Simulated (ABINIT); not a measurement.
The system is PtS2.

```
Pt S
1.0
     3.54320    0.00000    0.00000
    -1.77160    3.06850    0.00000
     0.00000    0.00000    5.03880
Pt S
1 2
Cartesian
  0.0000 0.0000 0.0000
  1.7716 1.0228 3.8950
  0.0000 2.0457 1.1438
```

Base run:

```yaml
Program: ABINIT 10.8.3 (patched build)
Functional: r2SCAN
Potentials_or_basis: JTH PAW PBE v2.0
Cutoff: 653 eV
k_mesh: 7 × 7 × 4
Occupations: fermi-dirac, width 0.05 eV
Spin: no spin polarisation
```

Its results: band gap on the k mesh 0.96 eV, indirect (least direct gap 1.16 eV); largest force 1.288 eV/Å.

Task: After a change of settings the same cell gave: band gap on the k mesh 1.15 eV, indirect (least direct gap 1.21 eV); largest force 1.288 eV/Å. Which change was it?
A. k mesh from 7 × 7 × 4 to 9 × 9 × 5
B. functional from r2SCAN to PBEsol; cutoff from 653 eV to 544 eV; fine-grid cutoff from 1251.72 eV to 1088.46 eV
C. functional from r2SCAN to PBE; cutoff from 653 eV to 544 eV; fine-grid cutoff from 1251.72 eV to 1088.46 eV

Result: A.

Caveats: the PAW data sets were made with another functional, which shifts forces and pressure a little; spin-orbit coupling is left out, which moves the levels of the heavy elements; an odd mesh through Γ misses points on the zone boundary, where band edges often lie (some runs).

Not every run made on this cell is shown here.
